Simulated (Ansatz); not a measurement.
Ge in Ansatz: the effect of functional

The system is Ge.

```
Ge
1.0
    -2.47915    2.63307    1.42730
     2.47915   -2.63307    1.42730
     2.47915    2.63307   -1.42730
Ge
2
Cartesian
  0.0000 1.3165 0.1829
  2.4791 1.3165 1.2444
```

This isn't the form of Ge at room conditions, which is diamond.

The cell isn't the ideal one: volume scaled by 0.98.

Alike in all runs:

| Item | Value |
| --- | --- |
| Program | Ansatz 0.2.0 |
| Task | single point |
| Potentials or basis | Ansatz PAW |
| k mesh | 11 × 11 × 11 |
| Occupations | fermi-dirac, width 0.05 eV |
| Spin | no spin polarisation |

Problem. One run gave: pressure 0.2 GPa; largest force 0.09 eV/Å. Which functional did it use?
A. PBEsol
B. r2SCAN
C. LDA

Solution. B.

```tsv
functional	cutoff	pressure (GPa)	largest force (eV/Å)
LDA	420 eV (not typed: the program's choice for these potentials)	-2.9	0.07
PBEsol	420 eV (not typed: the program's choice for these potentials)	-1.1	0.06
r2SCAN	500 eV (not typed: the program's choice for these potentials)	0.2	0.09
```

Caveats: the PAW data sets come from PBE, with cores solved anew for the run's functional, which leaves a small shift of forces and pressure.
